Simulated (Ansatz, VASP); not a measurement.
## ZrH in VASP and in Ansatz

The input INCAR:

```
SYSTEM = ZrH
PREC = Accurate
ENCUT = 520
EDIFF = 1E-6
ISMEAR = 1
SIGMA = 0.15
LREAL = .FALSE.
LASPH = .TRUE.
NELM = 80
ALGO = Normal
ISIF = 2
LWAVE = .FALSE.
LCHARG = .FALSE.
NBANDS = 14
```

The input KPOINTS:

```
regular mesh
0
G
  12 12 12
  0 0 0
```

The input POSCAR:

```
ZrH
1.0
   -1.6439080000      1.6439080000      2.5043990000
    1.6439080000     -1.6439080000      2.5043990000
    1.6439080000      1.6439080000     -2.5043990000
Zr H
1 1
Direct
    0.0000000000      0.0000000000      0.0000000000
    0.7500000000      0.2500000000      0.5000000000
```

Input for Ansatz:

```yaml
crystal:
  lattice:
    - [-1.643908, 1.643908, 2.504399]
    - [1.643908, -1.643908, 2.504399]
    - [1.643908, 1.643908, -2.504399]
  atoms:
    - { symbol: Zr, position: [0.0, 0.0, 0.0] }
    - { symbol: H, position: [0.75, 0.25, 0.5] }
basis:
  ecutwfc: 450.0
kpoints:
  mp_grid:
    grid: [12, 12, 12]
hamiltonian:
  xc: lda
scf:
  occupations:
    method: cold
    width: 0.15
output:
  stress: true
```

The cell comes from a database or a generator and needn't be the stable form of this composition.

Alike in both runs: task single point; functional LDA; k mesh 12 × 12 × 12; no spin polarisation.

|  | VASP | Ansatz |
| --- | --- | --- |
| version | VASP 6.6.1 | Ansatz 0.2.0 |
| potentials or method | VASP PAW LDA potentials, release 64 (Zr_sv, H) | plane waves, PAW |
| plane-wave cutoff (eV) | 520 | 450 |
| occupations | methfessel-paxton of order 1, width 0.15 eV | cold, width 0.15 eV |
| valence electrons in the cell | 13 | 13 |

VASP gave:

- pressure (GPa): -6.7
- largest component of the traceless stress (GPa): 0.04

Problem. Which values does Ansatz return?

Solution. Pressure (GPa): -6.8; largest component of the traceless stress (GPa): 0.07.
